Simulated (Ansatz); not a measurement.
**LAPW volumes and bulk moduli in simple lattices**

All-electron LAPW (Ansatz 0.2.0), scalar-relativistic, no spin, Fermi–Dirac smearing 0.136 eV, k-meshes of 8 to 18 points an axis; Birch–Murnaghan fits to pressures. Some or most of these lattices are hypothetical for the element, and V0 is the minimum nearest the starting volume; lattices without a usable fit are left out; mesh and smearing are coarse, and magnetic elements are treated as non-magnetic.

| element | lattice | functional | V0 (Å³/atom) | B0 (GPa) | B′ | k-points per axis |
| --- | --- | --- | --- | --- | --- | --- |
| Se | bcc | LDA | 19.01 | 90 | 4.4 | 14 |
| Se | bcc | PBE | 20.37 | 72 | 4.8 | 13 |
| Se | bcc | PBEsol | 19.34 | 86 | 4.5 | 14 |
| Se | diamond | PBE | 31.77 | 38 | 4.1 | 8 |
| Se | diamond | PBEsol | 30.12 | 44 | 4.1 | 8 |
| Se | fcc | LDA | 18.96 | 86 | 4.5 | 13 |
| Se | fcc | PBEsol | 19.29 | 81 | 4.5 | 13 |
| Se | sc | LDA | 21.28 | 86 | 4.5 | 12 |
| Se | sc | PBE | 22.73 | 70 | 4.6 | 12 |
| Se | sc | PBEsol | 21.67 | 81 | 4.6 | 12 |

Problem. Give V0 and B0 for diamond Se in LDA.

Solution. 29.35 Å³/atom and 47.0 GPa.

Problem. Give V0 and B0 for fcc Se in PBE.

Solution. 20.47 Å³/atom and 67.6 GPa.
